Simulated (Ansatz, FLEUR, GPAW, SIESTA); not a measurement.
MgS: 4 runs at one level of theory

```xyz
2
Lattice="0.0000 2.8331 2.8331 2.8331 0.0000 2.8331 2.8331 2.8331 0.0000" Properties=species:S:1:pos:R:3 pbc="T T T"
S     1.4166    1.4166    1.4166
Mg    0.0000    0.0000    0.0000
```

The cell comes from a database or a generator and needn't be the stable form of this composition.

Alike in all runs: task equation of state; functional LDA; k mesh 8 × 8 × 8; occupations fermi-dirac, width 0.05 eV; no spin polarisation; no spin-orbit coupling. LDA stands for any of its common fits.

```tsv
program and potentials	plane-wave cutoff (eV)	notes	equilibrium volume (Å³/atom)	bulk modulus (GPa)
SIESTA, files PseudoDojo sr-lda-0.4.1-standard, DZP (energy shift 0.003 Ry; two zetas on semicore shells)	-	atomic basis	22.60	58.4
Ansatz, all-electron LAPW, scalar-relativistic	-	-	21.89	61.5
GPAW, the program's PAW data sets (release 1.2.1) made for this functional	800	-	21.89	61.6
FLEUR, all-electron, FLAPW	-	-	21.88	61.6
```

The equilibrium volume spans 21.88 (FLEUR, all-electron, FLAPW) to 22.60 Å³/atom (SIESTA, files PseudoDojo sr-lda-0.4.1-standard, DZP (energy shift 0.003 Ry; two zetas on semicore shells)), with all-electron results at 21.88 to 21.89. The bulk modulus spans 58.4 (SIESTA, files PseudoDojo sr-lda-0.4.1-standard, DZP (energy shift 0.003 Ry; two zetas on semicore shells)) to 61.6 GPa (FLEUR, all-electron, FLAPW), with all-electron results at 61.5 to 61.6. Rows in atomic bases carry the error of their basis and grid, which can be large.

The functional is the same throughout but for its coding, so the spread measures potentials, basis and numerics; runs on potential files found faulty are left out.

The coordinates describe zincblende MgS, with each ion tetrahedrally surrounded by the other species, whereas the familiar ground state is rocksalt. The volumes and moduli therefore belong to the more open polymorph. Octahedral coordination packs the strongly ionic solid more densely and normally makes it stiffer, so comparison with measurements on ordinary MgS would mix a structural difference with the error of the functional.

GPAW reproduces both all-electron results almost exactly, which leaves little room for a PAW error in either property. SIESTA alone departs, with a larger cell (22.60 Å³/atom) and a softer lattice (58.4 GPa). The two shifts belong together, as the restoring force against compression weakens when ions sit further apart. The limited flexibility of the DZP orbitals is a probable cause, though the pseudopotentials may contribute.

The close agreement establishes the LDA equation of state for this polymorph, but not its energy relative to rocksalt or the pressure of a transition between them.
